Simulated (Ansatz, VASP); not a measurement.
# GaN: VASP beside Ansatz

INCAR

```
ALGO = Normal
EDIFF = 1E-6
ENCUT = 520
GGA = PE
ISIF = 2
ISMEAR = 0
LASPH = T
LCHARG = T
LELF = T
LREAL = F
LVHAR = T
LWAVE = F
NBANDS = 26
NELM = 60
PREC = Accurate
SIGMA = 0.05
```

File KPOINTS:

```
k-points
0
Gamma
  12 12 6
```

File POSCAR:

```
GaN
1.0
    3.3389996435      0.0000000000      0.0000000000
   -1.6694998218      2.8916585145      0.0000000000
    0.0000000000      0.0000000000      4.9077000000
Ga N
2 2
Direct
    0.3333333333      0.6666666667      0.0000000000
    0.6666666667      0.3333333333      0.5000000000
    0.3333333333      0.6666666667      0.3750000000
    0.6666666667      0.3333333333      0.8750000000
```

Input for Ansatz:

```yaml
crystal:
  lattice:
    - [3.3389996435, 0.0, 0.0]
    - [-1.6694998218, 2.8916585145, 0.0]
    - [0.0, 0.0, 4.9077]
  atoms:
    - { symbol: Ga, position: [0.3333333333, 0.6666666667, 0.0] }
    - { symbol: Ga, position: [0.6666666667, 0.3333333333, 0.5] }
    - { symbol: "N", position: [0.3333333333, 0.6666666667, 0.375] }
    - { symbol: "N", position: [0.6666666667, 0.3333333333, 0.875] }
basis:
  ecutwfc: 420
kpoints:
  mp_grid: { grid: [12, 12, 6] }
hamiltonian:
  xc: pbe
scf:
  occupations: { method: gaussian, width: 0.05 }
output:
  forces: true
  stress: true
  eigenvalues: true
```

Change from the starting cell: strain +0.050 along x and y, -0.050 along z, atoms carried along.

Alike in both runs: task single point; functional PBE; k mesh 12 × 12 × 6; occupations gaussian, width 0.05 eV; no spin polarisation.

|  | VASP | Ansatz |
| --- | --- | --- |
| version | VASP 6.6.1 | Ansatz 0.2.0 |
| potentials or method | VASP PAW PBE potentials, release 64 (Ga_d, N) | scalar-relativistic, plane waves, PAW |
| plane-wave cutoff (eV) | 520 | 420 |
| valence electrons in the cell | 36 | 36 |

```tsv
	VASP	Ansatz	Ansatz less VASP
gap on the k mesh at the Fermi level (eV)	1.62	1.62	-0.003
least direct gap on the mesh (eV)	1.62	1.62	-0.003
pressure (GPa)	2.0	1.9	-0.08
largest component of the traceless stress (GPa)	26.50	26.69	+0.193
rms of the force components (eV/Å)	0.875	0.895	+0.0198
```

Atom by atom the forces differ by 0.020 eV/Å (rms over components). With one functional, cell and mesh, what is left measures potentials, basis and numerics.

Caveats: forces of over 1 eV/Å show positions far from the minimum, so gaps and moduli don't describe the material at rest.
